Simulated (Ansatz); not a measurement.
## InSe: pressure against volume, fitted

```yaml
crystal:
  lattice:
    - [2.00000, 1.15470, 8.31667]
    - [-2.00000, 1.15470, 8.31667]
    - [0.00000, -2.30940, 8.31667]
  atoms:
    - { symbol: In, position: [0.00000, 0.00000, 0.00000] }
    - { symbol: In, position: [0.11220, 0.11220, 0.11220] }
    - { symbol: Se, position: [0.61550, 0.61550, 0.61550] }
    - { symbol: Se, position: [0.83000, 0.83000, 0.83000] }
```

Atoms are numbered in the order listed.

The cell is COD entry 1534648, which may be a prediction rather than a measurement; nothing was relaxed.

Spin–orbit coupling is left out, though it moves levels of the heavy atoms by tenths of an eV or more.

These are results of DFT, PBEsol, all-electron LAPW, scalar-relativistic (Ansatz 0.2.0), not measurements.

Settings: a Γ-centred 7×7×7 k mesh, Fermi–Dirac smearing of 0.01 eV, basis error target 1 meV/atom, no spin polarisation.

The cell is scaled evenly. Fractional coordinates are held (clamped ions).

| V (Å³/atom) | P (GPa) |
| --- | --- |
| 27.081 | 4.01 |
| 28.234 | 1.37 |
| 28.522 | 0.80 |
| 28.810 | 0.26 |
| 29.098 | -0.25 |
| 29.386 | -0.73 |
| 29.962 | -1.61 |
| 30.538 | -2.40 |

Task: Fit a third-order Birch–Murnaghan curve to the pressures.

Result: P = (3B0/2)(y^(7/2) − y^(5/2))[1 + (3/4)(B0′ − 4)(y − 1)] with y = (V0/V)^(2/3) fits within 0.01 GPa for V0 = 28.955 Å³/atom, B0 = 51.1 GPa and B0′ = 4.74.

Task: Predict the pressure at the withheld volume, 27.657 Å³/atom.

Result: There y = 1.0310, so the fit gives 2.61 GPa; the run gave 2.62 GPa.
